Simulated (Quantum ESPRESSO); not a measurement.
# Mo under changes of volume

One of the cells (15.892 Å³/atom); the others are scaled copies at fixed shape and fractional positions:

```xyz
1
Lattice="-1.5838 1.5838 1.5838 1.5838 -1.5838 1.5838 1.5838 1.5838 -1.5838" Properties=species:S:1:pos:R:3 pbc="T T T"
Mo    0.0000    0.0000    0.0000
```

```yaml
Program: Quantum ESPRESSO 7.5
Functional: LDA
Potentials_or_basis: GBRV 1.5 LDA
Cutoff: 612 eV
Density_cutoff: 4898 eV
k_mesh: 12 × 12 × 12
Occupations: fermi-dirac, width 0.05 eV
Spin: no spin polarisation
```

```tsv
volume (Å³/atom)	energy over the lowest point (meV/atom)	pressure (GPa)
14.938	0.00	1.8
15.256	1.57	-4.3
15.574	?	?
15.892	38.23	-14.7
16.209	71.02	-19.1
16.527	111.99	-23.1
16.845	160.44	-26.6
```

Question: What does the run at 15.574 Å³/atom give?

Answer: Energy over the lowest point 14.77 meV/atom; pressure -9.8 GPa.

Worked out: A Birch-Murnaghan fit of order 3 (a polynomial in V^(-2/3)) to the other rows has its minimum at 15.06 Å³/atom with B0 = V·E''(V) = 298 GPa and B' = 4.4. It gives 14.73 meV/atom at 15.574 Å³/atom, against the run's 14.77, and -dE/dV = -9.3 GPa, against -9.8.

Energies are extrapolated to zero smearing.
